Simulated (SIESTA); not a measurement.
Crystal: CuAu.

```
CELL_PARAMETERS angstrom
2.81075 0.00000 0.00000
0.00000 2.81075 0.00000
0.00000 0.00000 3.68500
ATOMIC_POSITIONS crystal
Au 0.00000 0.00000 0.00000
Cu 0.50000 0.50000 0.50000
```

```yaml
Program: SIESTA 5.4.2
Task: relaxation of cell and atoms
Functional: PBE
Potentials_or_basis: PseudoDojo 0.4 standard (PBE files)
Basis: DZP (energy shift 0.003 Ry; two zetas on semicore shells)
Grid_cutoff: 800 Ry
Energy_shift: 0.003 Ry
k_mesh: 6 × 6 × 5
Occupations: fermi-dirac, width 0.05 eV
Spin: no spin polarisation
```

At the start: pressure 5.3 GPa; volume 14.56 Å³/atom.

**Question.** Where does the relaxation end?

**Answer.** Over 19 steps the energy falls by 55.2 meV/atom and the volume is 14.97 Å³/atom (+2.8 %); space group P4/mmm (No. 123, to 0.05 Å).

Step by step:
```tsv
step	energy change (eV)	largest force (eV/Å)	pressure (GPa)	volume (Å³)
1	0.0000	0.0000	5.29	29.11
2	-0.0170	0.0000	0.08	30.12
3	0.0151	0.0000	-6.33	31.72
4	-0.0170	0.0000	-0.26	30.19
5	-0.0246	0.0000	-0.43	30.26
6	-0.0348	0.0000	-0.58	30.32
7	-0.0489	0.0000	-0.90	30.36
8	-0.0707	0.0000	-1.18	30.38
9	-0.0886	0.0000	-1.43	30.38
10	-0.1010	0.0000	-1.61	30.35
11	-0.1064	0.0000	-1.68	30.31
12	-0.1085	0.0000	-1.46	30.24
13	-0.1085	0.0000	-1.60	30.28
14	-0.1061	0.0000	2.33	29.49
15	-0.1104	0.0000	-0.16	29.97
16	-0.1102	0.0004	-0.06	29.95
17	-0.1104	0.0001	-0.14	29.96
18	-0.1103	0.0017	0.47	29.84
19	-0.1104	0.0003	0.00	29.93
```

Final structure:
```yaml
crystal:
  lattice:
    - [3.08139, 0.00000, 0.00000]
    - [0.00000, 3.08139, 0.00000]
    - [0.00000, 0.00000, 3.15268]
  atoms:
    - { symbol: Au, position: [0.00000, 0.00000, 0.00000] }
    - { symbol: Cu, position: [0.50000, 0.50000, 0.50000] }
```

Caveat: the k mesh is coarse (spacing up to 0.37 Å⁻¹), so the values aren't converged; short orbitals over semicore shells can move pressures by several GPa; the basis of atomic orbitals isn't converged, which shifts pressures, moduli and gaps.
